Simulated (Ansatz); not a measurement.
## CdS: the change of pressure with volume scale

All results are calculated (Ansatz 0.2.0). Periodic Kohn-Sham DFT of a crystal at fixed atoms, scaled to volume_scale times the given cell; pressure positive in compression, energy less spherical unpolarised free atoms, largest_vzz the field gradient of largest size among the nuclei.

The cell before it is scaled or strained (space group P6_3mc, No. 186):
```
cell vectors (Å)
   4.1348     0.0000     0.0000
  -2.0674     3.5808     0.0000
   0.0000     0.0000     6.7490
atoms (fractions of the cell vectors)
Cd  0.33333  0.66667  0.00000
Cd  0.66667  0.33333  0.50000
S   0.33333  0.66667  0.38500
S   0.66667  0.33333  0.88500
```

Settings of every row: method frozen-core PAW; functional LDA; relativity scalar; k mesh 8x8x4; filling fermi-dirac; smearing width 0.02 eV; wave cutoff 420 eV; paw set soft_2.

Atom start moment: 0 on all atoms.

Limits: PAW files made with PBE; field gradient without spin-orbit coupling on heavy atoms.

```
row  volume scale  V (Å³/atom)  pressure (GPa)  largest V_zz (1e21 V/m^2)
  1          0.94       23.482           1.218                        3.3
  2          0.98       24.482          -1.558                      3.156
  3             1       24.982               ?                          ?
  4          1.01       25.231          -3.253                      3.055
  5          1.04        25.98          -4.674                       2.96
```

Question: what pressure should row 3 give?

Worked fit of pressure. Take u = (V_r/V)^(2/3) − 1 with V_r = 24.857 Å³ an atom, which is twice the finite (Eulerian) strain; such expansions in the strain, on which the Birch-Murnaghan equation of state is built, carry the rest volume and the bulk modulus. The shown rows have u = 0.03867, 0.01019, -0.00991, -0.02903. Least squares give pressure = −2.4442 + 84.461 × u + 264.6 × u² GPa; a straight line predicts inner rows, each left out in turn, worse (root mean square 0.19 against 0.0047 GPa). The rows lie off it by 0.000, -0.002, 0.002, -0.001. The pressure vanishes at u = 0.0267, or V = 23.89 Å³ an atom, and there the bulk modulus at fixed shape and fractions is B = −V dP/dV = (2/3)(1 + u) dP/du = 67.5 GPa. Letting shape and atoms relax would as a rule lower it, by much in layered, chain or molecular crystals. The withheld row has u = -0.00334, so the fit gives −2.4442 + 84.461 × (-0.00334) + 264.6 × (-0.00334)² = -2.723 GPa.

The calculation gave -2.721 GPa. The fit lies 0.002 GPa (0.034 % of the column's range) below it; its largest miss of a shown row is 0.002 GPa.

The other values of row 3: largest V_zz 3.088 1e21 V/m^2.
